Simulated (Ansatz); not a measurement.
KNbO3, space group P4mm, an optical spectrum

Computed with Ansatz 0.2.0, Python API.

`knbo3.vasp`
```text
KNbO3
1.0
   3.99600000    0.00000000    0.00000000
   0.00000000    3.99600000    0.00000000
   0.00000000    0.00000000    4.06300000
K Nb O
1 1 3
Direct
   0.00000000    0.00000000    0.01800000
   0.50000000    0.50000000    0.50000000
   0.50000000    0.50000000    0.04400000
   0.50000000    0.00000000    0.54000000
   0.00000000    0.50000000    0.54000000
```

`optics_knbo3.py`:
```python
# -*- coding: utf-8 -*-
"""Dielectric function of KNbO3 against photon energy."""

import ansatz as az
from ase.io import read
import numpy as np


def main():
    atoms = read("knbo3.vasp", format="vasp")
    cell = az.Crystal.from_ase(atoms)

    base = (
        cell.calculation()
        .functional("pbesol")
        .basis(550)
        .kpoints(5)
        .occupations(az.OccupationsMethod.FIXED)
        .optics(energy_step=0.05, nscf_kmesh=(6, 6, 6), spectra_wanted_up_to=6)
    )
    out = base.run()
    spectra = out.optics()
    energy, filling = np.asarray(spectra.photon_energy_ev), spectra.band_filling
    gapped = filling.kind == "insulating"
    eps1 = np.asarray(filling.eps1 if gapped else filling.eps1_interband)[:3].mean(axis=0)
    eps2 = np.asarray(filling.eps2 if gapped else filling.eps2_interband)[:3].mean(axis=0)
    print("filling:", filling.kind, "- valid up to", round(spectra.valid_up_to_ev, 2), "eV,", spectra.n_bands, "bands")
    top = min(10, spectra.valid_up_to_ev)
    # mean of xx, yy and zz; between bands only where the bands are partly filled
    print("E (eV)    eps1      eps2")
    for e in np.arange(0.5, top + 0.01, 0.5):
        print(f"{e:5.1f} {np.interp(e, energy, eps1):9.3f} {np.interp(e, energy, eps2):9.3f}")
    if gapped:
        print("eps_inf, bands beyond those summed included:", np.round(filling.eps_inf[:3], 3))
    print("f-sum electrons:", np.round(filling.get("f_sum_n_eff"), 3))


if __name__ == "__main__":
    main()
```

```console
$ python optics_knbo3.py
RunWarning: output.optics: on 3 of the rows wanted, those up to 6.000 eV, the energy-loss function is not bounded in the bands left out, and is left empty along some axis. In full: what the bands [...]
filling: insulating - valid up to 10.99 eV, 30 bands
E (eV)    eps1      eps2
  0.5     5.570     0.000
  1.0     5.736     0.000
  1.5     6.069     0.000
  2.0     6.750     0.000
  2.5     8.215     1.799
  3.0     8.155     1.865
  3.5     8.498     5.604
  4.0     6.539     7.024
  4.5     4.703     7.821
  5.0     2.012     8.979
  5.5    -3.072     4.228
  6.0    -0.335     1.144
  6.5     2.109     1.304
  7.0     2.581     2.262
  7.5     3.066     2.943
  8.0     2.758     4.909
  8.5     0.563     3.700
  9.0     0.793     3.702
  9.5     0.403     3.606
 10.0    -0.066     3.362
eps_inf, bands beyond those summed included: [6.303 6.303 5.578]
f-sum electrons: [15.953 15.953 16.233]
```
(Warnings from the package without file and line, shortened.)

What to keep in mind:
- The run is spin-unpolarised.
- Averages over directions belong to no single polarisation, least of all in layered crystals.
- The structure is a deposited one; some such entries were measured under pressure or heat, so a shift against it needn't be the functional's error alone.
- Independent-particle spectra on Kohn-Sham bands hold no excitons, and semilocal gaps are too small.
- The whole script took 76 s on 1 thread of Arm Neoverse V2 (shared host), peak memory 0.87 GiB.

(A comment or docstring line of the script was reworded after the run, the code is as it ran; lines on the test bed's own set-up are left out of the output.)
